What pulls a metal atom back to the centre of its cage, and why does that pull grow faster than the displacement? In rocksalt TaN each Ta atom sits among six N atoms at equal distances. If all Ta atoms are shifted together along one of these bonds, one contact shortens, the opposite one lengthens, and the four at the sides hardly change. The calculation gives the energy of this distortion, the force that opposes it, and the pressure that it creates in a cell whose edges are held fixed.

Rocksalt TaN (two-atom cell, conventional a = 4.376 Å, 10.47 Å³ an atom) with the Ta atoms moved along Cartesian [0 0 1] and all else fixed, computed with Ansatz 0.2.0 (plane-wave PAW, scalar-relativistic PBEsol, no spin polarisation, cutoff 420 eV, 24×24×24 k mesh, Gaussian smearing 0.15 eV). Free energies are relative to the undisplaced cell; pressure is positive in compression.

```tsv
displacement (Å)	energy change (eV a cell)	force along direction (eV/Å summed over the moved atoms)	pressure (GPa)
-0.3	0.488	4.020	16.75
-0.15	0.100	1.450	4.01
0	0.000	0.000	0.02
0.075	0.023	-0.641	1.01
0.225	0.247	-2.501	9.18
0.2625	0.353	-3.188	12.64
```

The sign of the displacement only says which N atom is approached. The two directions are alike by symmetry, so the rows are best read by the size of the shift, and the last row then belongs just before the first. Read this way, energy, restoring force and pressure rise without exception. Only the undisplaced row is truly cubic: in the others the Ta atoms are off centre and the crystal is polar, although its cell edges are unchanged.

The energy is lowest at the centre, and every displaced row is pulled back towards it. Within this range there is therefore a single well, not the double well of a crystal that becomes polar by itself. Cubic symmetry makes the well equally stiff in every direction for small shifts. The finding concerns a shift that is the same in every cell; it doesn't decide whether the crystal is stable against shear, against distortions that alternate from cell to cell, or against another structure.

The well is not that of an ideal spring. For such a spring, doubling the shift would double the force and quadruple the energy. Between 0.15 and 0.3 Å the force grows 2.8 times and the energy 4.9 times. The pressure behaves differently: it grows 4.2 times, close to a plain quadratic law.

The stiffening of the well and the sign of the pressure can be understood, at least in large part, from the way a bond responds to a change of length. At short distance the electron clouds of the two atoms overlap and repel each other steeply, while the attraction fades gently as the atoms separate. For a length change $\delta$, small enough for a series, the energy of one Ta–N bond is

$$V(\delta)=\tfrac12\kappa\delta^2-\tfrac16 g\delta^3+\tfrac1{24}h\delta^4 .$$

Here $\kappa$ is the stiffness of the bond at rest, a positive $g$ makes it stiffer when shortened than when stretched, and a positive $h$ makes the gain on shortening exceed the loss on stretching.

A shift $x$ changes the two bonds along its direction by $+x$ and $-x$. Added together, their energies are

$$E(x)\approx\kappa x^2+\tfrac1{12}hx^4 .$$

The cubic terms have cancelled, as they must when both directions are alike. What survives is a spring of constant $k=2\kappa$ and a quartic term that stiffens it. In plain words, the shortened bond gains more stiffness than the lengthened one loses, and the difference grows with the shift.

In the pressure the lopsidedness of the bond doesn't cancel. A bond contributes to the stress through its tension or thrust multiplied by its length. On the Ta atom the push of the shortened bond and the pull of the lengthened one act in the same direction and add up. In the stress they work against each other, because a thrust counts as compression and a pull as tension whichever way they point. The lengthened bond has the longer arm, but if the shortened one pushes harder by enough to outweigh this, compression remains, and it starts with $x^2$.

The direction of the stress fits this account. The tabulated pressure is an average over three directions, and at the largest shift the same calculation gives a compression of 49 GPa along the displacement but only 0.7 GPa across it. The thrust thus acts along the line of the shortened and lengthened contacts. If the Ta atoms were held off centre and the cell edges set free, the cell would respond first of all by growing longer in that direction, so the average shouldn't be read as the effect of squeezing the crystal evenly.

The pressure also tells how the restoring spring depends on the size of the cell, and this needs no picture of bonds. For small shifts the energy is $E=\tfrac12kx^2$. If the cell edge $L$ is scaled evenly, $x$ scales with it and $k$ changes too. With $\Omega$ the volume of the two-atom cell and $P$ the rise in pressure over the undisplaced crystal, the derivative of $E$ with respect to $\ln L$ is $-3P\Omega$, which gives

$$-\frac{d\ln k}{d\ln L}=\frac{6P\Omega}{kx^2}+2 .$$

The smallest shift, 0.075 Å, serves as an example. Its pressure rise of 0.99 GPa, multiplied by the cell volume of $2\times10.47$ Å³, is an energy of 0.129 eV. The forces at the two smallest shifts, extrapolated to zero, give $k=8.17$ eV/Å², so that $kx^2=0.046$ eV. The right-hand side is then $6\times0.129/0.046+2\approx19$.

An edge shorter by 1 % would accordingly make the spring about 19 % stiffer. This is the reason for the pressure in its most general form: the displaced crystal pushes outwards because a roomier cage would make the displacement cheaper, even though the shift is enlarged in step with the cage. The estimate holds for small changes of the cell, and the stresses show which edge matters. At 0.075 Å the stress rises by about 3 GPa along the shift and not at all across it, so nearly all of this stiffening comes from the edge that lies along the shift. To first order, strain across the shift with that edge held fixed leaves the spring almost unchanged. In a film strained in its plane, a shift out of the plane would feel the strain mainly through the change of height that it brings.

How much of all this can six separate bonds explain? To find out, each bond was given a Morse energy, $D(1-e^{-b\delta})^2$, which is steep on the short side and flat on the long side. Its two constants were fitted to the energies of all six rows, and the pressures were then worked out from the same bonds; the printed results follow this text. Since $D$ and $b$ can partly make up for each other, neither should be taken as a property of a real Ta–N bond.

The Morse bonds follow the stiffening well, though they overrate the small energy of the 0.075 Å shift by a few per cent, part of which is only the rounding of the table. Their forces agree too, but a force is the slope of the energy, so this adds little evidence. One detail escapes them: set against the square of the shift, the computed force over shift climbs most steeply between the two smallest shifts, less steeply after that, and then steepens again, whereas the Morse curve steepens steadily. The computed well is thus a little softer near the centre than the bonds allow, and these runs don't show the cause. The pressures are the real test, as they played no part in the fit. Here the model gives the right sign and about two thirds to three quarters of the computed rise. Its pressure also grows too fast, 4.5 times between 0.15 and 0.3 Å against the computed 4.2, so the bonds don't explain why the pressure stays so close to a quadratic law. It does less well for the stress across the shift: the four side bonds are slightly stretched and so pull inwards in the model, whereas the calculation finds a small compression there at the larger shifts. Separate bonds are therefore only part of the account.

Ideal springs in place of the Morse bonds show what the lopsidedness does. With the small-shift stiffness extrapolated from the forces, they put the crystal under tension, nearly 4 GPa at the largest shift, where the calculation finds a compression of 17 GPa. A bond that resists shortening more than stretching is thus what a picture of separate bonds needs to account for the pressure. That steep repulsion is the main source of this resistance in TaN is an argument from general chemistry, because the calculation doesn't divide the energy into repulsion and attraction.

The same reasoning helps with a neighbouring case. An atom held in a tight, symmetric cage by steep contacts should have a single well that stiffens, and should push the cell apart along its path. In a roomier cage the repulsion that centres the atom weakens. If the gain in bonding from approaching one neighbour then wins, the spring constant turns negative and a double well appears. In well-known ferroelectric oxides, which are insulators, long-range electric forces between the shifted ions help to bring this about; in metallic TaN the conduction electrons screen such forces.

The harmonic frequency of a vibration depends only on the bottom of the well. The extrapolated $k$ and the masses of Ta and N give a frequency of about 12.4 THz for the motion of the two sublattices against each other. If each cell is treated as an oscillator of its own, zero-point motion spreads the offset by about 0.06 Å along one axis. That is a little less than the smallest shift in the table, so the strong stiffening further out belongs to displacements well beyond this motion.

This leads to a rule for obtaining such a frequency from displaced atoms. Force divided by shift is already 5 % above its limit at 0.075 Å, 18 % above it at 0.15 Å and 64 % above it at 0.3 Å. One large displacement would therefore make the crystal look too stiff. Two small ones, extrapolated to zero against the square of the shift, remove most of the error, though the unrounded energies of the same two runs put the limit about 1 % lower than the forces do. The pressure of these runs shows how far the result depends on the cell edge that was chosen.

Output of the analysis:

```
fit of energy_change on 6 rows: coefficient of (1-exp(-s*d))**2 + (1-exp(s*d))**2 + 4*(1-exp(-s*(rl-r0)))**2 0.4087 +/- 0.00047, s 2.263; rms 0.000619, worst 0.075 0.00095, leave-one-out rms 0.00112
Restoring force:
     row  short contact (Å)  force over shift (eV/Å²; zero row is the limit)  computed force (eV/Å)  Morse force (eV/Å)
    -0.3              1.888                                             13.4                   4.02               4.048
   -0.15              2.038                                            9.667                   1.45               1.434
     0.0              2.188                                            8.173                      0                   0
   0.075              2.113                                            8.547                  0.641              0.6497
   0.225              1.963                                            11.12                  2.501               2.505
  0.2625              1.926                                            12.14                  3.188               3.204
Pressure:
     row  computed rise (GPa)  Morse bonds (GPa)  linear springs (GPa)  stress along shift (GPa)  stress across (GPa)
    -0.3                16.73              12.32                -3.759                     48.84               0.7039
   -0.15                 3.99               2.72               -0.9382                     11.67               0.1797
     0.0                    0                  0                     0                   0.01694              0.01694
   0.075                 0.99             0.6583               -0.2344                     2.986              0.01559
   0.225                 9.16              6.451                -2.112                      26.4               0.5657
  0.2625                12.62              9.079                -2.877                      36.4               0.7548
Energy at 0.3 Å over that at 0.15 Å: 4.88
Force at 0.3 Å over that at 0.15 Å: 2.772
Pressure rise at 0.3 Å over that at 0.15 Å: 4.193
Small-shift stiffness k from forces (eV/Å²): 8.173
Small-shift stiffness of the Morse fit (eV/Å²): 8.369
Harmonic frequency of the optical mode (THz): 12.4
Zero-point rms change of the Ta-N offset along one axis (Å): 0.056
Rise of k for a 1 % shorter edge, from pressure at 0.075 Å (%): 18.89
Same rise from the Morse bonds (%): 12.85
Morse pressure over computed rise at 0.075 Å: 0.665
Morse pressure over computed rise at 0.3 Å: 0.7362
```
